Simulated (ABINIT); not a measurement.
# Ge (I4_1/amd) in ABINIT: single point with LDA

Aim: the single point of Ge with LDA.

All numbers are computed with ABINIT 10.8.3 (patched build); they aren't measurements. Logs are shortened: lines on timing, memory, paths and dates and some standing lists are left out, and cuts for length are marked. The log counts tension as positive stress, the text compression.

## (1) The structure

Symmetry: I4_1/amd, No. 141, tetragonal system. The conventional cell has a = 5.149 Å, b = 5.149 Å, c = 2.795 Å, α = 90.00°, β = 90.00°, γ = 90.00°. Ge (site symmetry -4m2) is surrounded by 6 Ge at 2.67 to 2.79 Å.

This isn't the form of Ge at room conditions, which is diamond.

## (2) Single point, LDA

File run.abi:

```
pp_dirpath "./"
pseudos "Ge.upf"

acell 7.3696306677 7.3696306677 7.3696306677
rprim
    -0.6601525502     0.6601525502     0.3583255794
     0.6601525502    -0.6601525502     0.3583255794
     0.6601525502     0.6601525502    -0.3583255794
ntypat 1
znucl 32
natom 2
typat 1 1
xred
     0.5000000000     0.5000000000     0.0000000000
     0.2500000000     0.7500000000     0.5000000000

ecut 35.0

kptopt 1
ngkpt 8 8 8
nshiftk 1
shiftk 0.0 0.0 0.0

ixc 7

nband 18
occopt 3
tsmear 0.05 eV

nstep 100
tolvrs 1.0e-10

iomode 3
prtwf 0
prtden 0
prteig 0
prtebands 0
enunit 2
```

Potentials or basis: PseudoDojo NC SR LDA v0.4.1 standard.

The run is started by

```console
$ mpirun --bind-to none -np 4 abinit run.abi > log 2>&1
```

run.abo:

```text
.Version 10.8.3 of ABINIT
 Symmetries : space group I4_1/a m d (#141); Bravais tI (body-center tetrag.)
================================================================================
 Values of the parameters that define the memory need of the present run
     intxc =       0    ionmov =       0      iscf =       7    lmnmax =       6
     lnmax =       6     mgfft =      40  mpssoang =       3    mqgrid =    3001
     natom =       2  nloc_mem =       1    nspden =       1   nspinor =       1
    nsppol =       1      nsym =      16    n1xccc =    2501    ntypat =       1
    occopt =       3   xclevel =       1
       mpw =        2492          nfft =       64000          nkpt =          59
================================================================================
================================================================================

--------------------------------------------------------------------------------
------------- Echo of variables that govern the present computation ------------
--------------------------------------------------------------------------------
 -outvars: echo values of preprocessed input variables --------
            acell      7.3696306677E+00  7.3696306677E+00  7.3696306677E+00 Bohr
              amu      7.26100000E+01
             ecut      3.50000000E+01 Hartree
           enunit           2
                       outvar_i_n : Printing only first  50 k-points.
              ixc           7
                       outvar_i_n : Printing only first  50 k-points.
         kptrlatt        8    0    0      0    8    0      0    0    8
          kptrlen      4.22516349E+01
            natom           2
            nband          18
            ngfft          40      40      40
             nkpt          59
            nstep         100
             nsym          16
           ntypat           1
                       prtocc : prtvol=0, do not print more k-points.
           occopt           3
           prtden           0
        prtebands           0
           prteig           0
            prtwf           0
            rprim     -6.6015255020E-01  6.6015255020E-01  3.5832557940E-01
                       6.6015255020E-01 -6.6015255020E-01  3.5832557940E-01
                       6.6015255020E-01  6.6015255020E-01 -3.5832557940E-01
          spgroup         141
           tolvrs      1.00000000E-10
           tsmear      1.83746611E-03 Hartree
            typat      1  1
                       outvars : Printing only first  50 k-points.
           xangst     -4.0288503446E-18 -4.0288503446E-18  1.3974126424E+00
                       2.5744897171E+00  0.0000000000E+00  6.9870632119E-01
            xcart     -7.6134237536E-18 -7.6134237536E-18  2.6407271790E+00
                       4.8650804793E+00  0.0000000000E+00  1.3203635895E+00
             xred      5.0000000000E-01  5.0000000000E-01 -1.5649121913E-18
                       2.5000000000E-01  7.5000000000E-01  5.0000000000E-01
            znucl       32.00000

================================================================================
[... 103 lines left out ...]
 rms dE/dt=  1.0662E-29; max dE/dt=  1.4199E-29; dE/dt below (all hartree)
    1       0.000000000000     -0.000000000000      0.000000000000
    2       0.000000000000     -0.000000000000     -0.000000000000

 cartesian coordinates (angstrom) at end:
    1     -0.00000000000000    -0.00000000000000     1.39741264237381
    2      2.57448971711560     0.00000000000000     0.69870632118690

 cartesian forces (hartree/bohr) at end:
    1     -0.00000000000000    -0.00000000000000    -0.00000000000000
    2      0.00000000000000     0.00000000000000     0.00000000000000
 frms,max,avg= 2.1052693E-30 2.3898293E-30   0.000E+00  0.000E+00  0.000E+00 h/b

 cartesian forces (eV/Angstrom) at end:
    1     -0.00000000000000    -0.00000000000000    -0.00000000000000
    2      0.00000000000000     0.00000000000000     0.00000000000000
 frms,max,avg= 1.0825730E-28 1.2288996E-28   0.000E+00  0.000E+00  0.000E+00 e/A
 length scales=  7.369630667700  7.369630667700  7.369630667700 bohr
              =  3.899840599473  3.899840599473  3.899840599473 angstroms
 Fermi (or HOMO) energy (hartree) =   0.19817   Average Vxc (hartree)=  -0.43256
 Eigenvalues (hartree) for nkpt=  59  k points:
 kpt#   1, nband= 18, wtk=  0.00195, kpt=  0.0000  0.0000  0.0000 (reduced coord)
  -0.71291   -0.71080   -0.71016   -0.70960   -0.70588   -0.70588   -0.70566   -0.70566
  -0.70377   -0.70126   -0.28927    0.04621    0.11473    0.11473    0.32398    0.47636
   0.47636    0.49635
      occupation numbers for kpt#   1
   2.00000    2.00000    2.00000    2.00000    2.00000    2.00000    2.00000    2.00000
   2.00000    2.00000    2.00000    2.00000    2.00000    2.00000    0.00000    0.00000
   0.00000    0.00000
 prteigrs : prtvol=0 or 1, do not print more k-points.

 Fermi (or HOMO) energy (eV) =   5.39261   Average Vxc (eV)= -11.77055
 Eigenvalues (   eV  ) for nkpt=  59  k points:
 kpt#   1, nband= 18, wtk=  0.00195, kpt=  0.0000  0.0000  0.0000 (reduced coord)
 -19.39916  -19.34195  -19.32435  -19.30933  -19.20792  -19.20792  -19.20198  -19.20198
 -19.15059  -19.08233   -7.87134    1.25734    3.12198    3.12198    8.81588   12.96232
  12.96237   13.50647
 prteigrs : prtvol=0 or 1, do not print more k-points.

--- !EnergyTerms
iteration_state     : {dtset: 1, }
comment             : Components of total free energy in Hartree
kinetic             :  1.33855529903222E+02
hartree             :  4.50987550629125E+01
xc                  : -4.29248691812620E+01
Ewald energy        : -1.12041434552019E+02
psp_core            :  6.78578399855695E+00
local_psp           : -1.16632176152574E+02
non_local_psp       : -9.25961382421272E+01
internal            : -1.78454549163290E+02
'-kT*entropy'       : -2.79982826444528E-04
total_energy        : -1.78454829146116E+02
total_energy_eV     : -4.85600328335551E+03
band_energy         : -1.41345683479150E+01
...

 Cartesian components of stress tensor (hartree/bohr^3)
  sigma(1 1)=  2.21752908E-04  sigma(3 2)=  0.00000000E+00
  sigma(2 2)=  2.21752908E-04  sigma(3 1)=  0.00000000E+00
  sigma(3 3)=  6.38139907E-05  sigma(2 1)=  0.00000000E+00

-Cartesian components of stress tensor (GPa)         [Pressure= -4.9753E+00 GPa]
- sigma(1 1)=  6.52419580E+00  sigma(3 2)=  0.00000000E+00
- sigma(2 2)=  6.52419580E+00  sigma(3 1)=  0.00000000E+00
- sigma(3 3)=  1.87747243E+00  sigma(2 1)=  0.00000000E+00

== END DATASET(S) ==============================================================
================================================================================

 -outvars: echo values of variables after computation  --------
            acell      7.3696306677E+00  7.3696306677E+00  7.3696306677E+00 Bohr
           etotal     -1.7845482915E+02
            fcart     -1.8646968840E-30 -2.0268444391E-30 -2.3898293213E-30
                       1.8646968840E-30  2.0268444391E-30  2.3898293213E-30
            rprim     -6.6015255020E-01  6.6015255020E-01  3.5832557940E-01
                       6.6015255020E-01 -6.6015255020E-01  3.5832557940E-01
                       6.6015255020E-01  6.6015255020E-01 -3.5832557940E-01
           strten      2.2175290813E-04  2.2175290813E-04  6.3813990742E-05
                       0.0000000000E+00  0.0000000000E+00  0.0000000000E+00
           xangst     -4.0288503446E-18 -4.0288503446E-18  1.3974126424E+00
                       2.5744897171E+00  0.0000000000E+00  6.9870632119E-01
             xred      5.0000000000E-01  5.0000000000E-01 -1.5649121913E-18
                       2.5000000000E-01  7.5000000000E-01  5.0000000000E-01
 Calculation completed.
```

It took 19 s on 4 MPI ranks of Intel Xeon Platinum 8488C (Sapphire Rapids), shared host; peak memory 0.28 GiB.

Results:

| Quantity | Value |
| --- | --- |
| Free energy | -4856.0033 eV |
| Band gap on the k mesh | none (metal or under the smearing width) |
| Valence electrons inside the program's atomic spheres | Ge 11.51 (radii [1.0584] Å) |

Levels at points of the mesh, in eV from the Fermi level:
| k point | band 10 | band 11 | band 12 | band 13 | band 14 | band 15 | band 16 | band 17 | band 18 |
| --- | --- | --- | --- | --- | --- | --- | --- | --- | --- |
| (0.00, 0.00, 0.00) | -24.47 | -13.26 | -4.14 | -2.27 | -2.27 | 3.42 | 7.57 | 7.57 | 8.11 |
| (0.50, 0.00, 0.00) | -24.51 | -8.05 | -6.34 | -2.64 | -1.94 | -1.28 | 2.60 | 3.57 | 5.52 |
| (0.50, 0.50, 0.00) | -24.55 | -10.53 | -10.53 | 0.67 | 0.67 | 1.94 | 1.94 | 7.53 | 7.53 |
| (0.50, 0.50, 0.50) | -24.59 | -8.88 | -8.88 | -5.82 | -5.82 | 6.19 | 6.19 | 10.91 | 10.91 |

Caveat: the cutoff is too short for stress, so the log's stress isn't used.
